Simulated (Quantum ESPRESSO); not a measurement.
Pd under changes of volume

One of the cells (15.547 Å³/atom); the others are scaled copies at fixed shape and fractional positions:

```
Pd
1.0
    -1.57228    1.57228    1.57228
     1.57228   -1.57228    1.57228
     1.57228    1.57228   -1.57228
Pd
1
Direct
  0.00000 0.00000 0.00000
```

This isn't the form of Pd at room conditions, which is fcc.

- Program: Quantum ESPRESSO 7.5
- Functional: r2SCAN
- Potentials or basis: SG15 PBE 1.2
- Cutoff: 952 eV
- Density cutoff: 3810 eV
- k mesh: 9 × 9 × 9
- Occupations: fermi-dirac, width 0.05 eV
- Spin: no spin polarisation

```tsv
volume (Å³/atom)	energy over the lowest point (meV/atom)	pressure (GPa)
14.614	3.56	4.0
14.925	0.00	-0.1
15.236	3.97	-3.7
15.547	14.50	-6.9
15.858	30.75	-9.6
16.169	?	?
16.480	77.52	-14.1
```

**Question.** What does the run at 16.169 Å³/atom give?

**Answer.** Energy over the lowest point 51.98 meV/atom; pressure -12.0 GPa.

Worked out: A Birch-Murnaghan fit of order 3 (a polynomial in V^(-2/3)) to the other rows has its minimum at 14.91 Å³/atom with B0 = V·E''(V) = 187 GPa and B' = 5.6. It gives 51.97 meV/atom at 16.169 Å³/atom, against the run's 51.98, and -dE/dV = -12.1 GPa, against -12.0.

Energies are extrapolated to zero smearing.

Caveats: the potentials were made for another functional, which shifts forces and pressure.
